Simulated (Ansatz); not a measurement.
# AlNi₃: how the energy converges with the cutoff

AlNi₃, P1, a = 3.967 Å, b = 3.965 Å, c = 3.981 Å, α, β, γ = 60.0°, 59.8°, 59.9°. Ansatz: r2SCAN, PAW, cutoff varied, Γ-centred 10×10×10 mesh on 4 atoms, Gaussian smearing 0.10 eV; no spin polarisation. Single points at one geometry with displaced atoms, the cutoff alone changed; ΔE is the energy at zero smearing over the run at 600 eV. The runs up to 350 eV lie under the cutoff recommended for these PAW datasets.

```
cutoff (eV)  ΔE (meV/atom)
        200       11403.45
        250        1774.50
        300              ?
        350          17.93
        500           1.33
```

Q: Assume ΔE falls exponentially with the cutoff, fit y = ln ΔE against x, the cutoff in eV, to the other rows, and predict the missing value.

A: y = 9.342, 7.481, 2.886, 0.285. Means x = 325.0, y = 4.9985; Σ(Δx)² = 52500, ΣΔxΔy = -1607; the slope is their ratio. y = 14.95 − 0.03061 x, a factor of ten per 75 eV. At 300 eV this gives ΔE = 319.58 meV/atom. The run gave 208.56, a ratio of 1.53. Between neighbouring rows the decay runs from a factor of ten per 47 eV to one per 133 eV, so one exponential is only a rough guide. The fast fall gives way to a slow tail.

Cost: 6 runs of about 23 core-minutes in all, on Intel Xeon Processor @ 2.50GHz (Skylake/Cascade Lake) (shared hosts).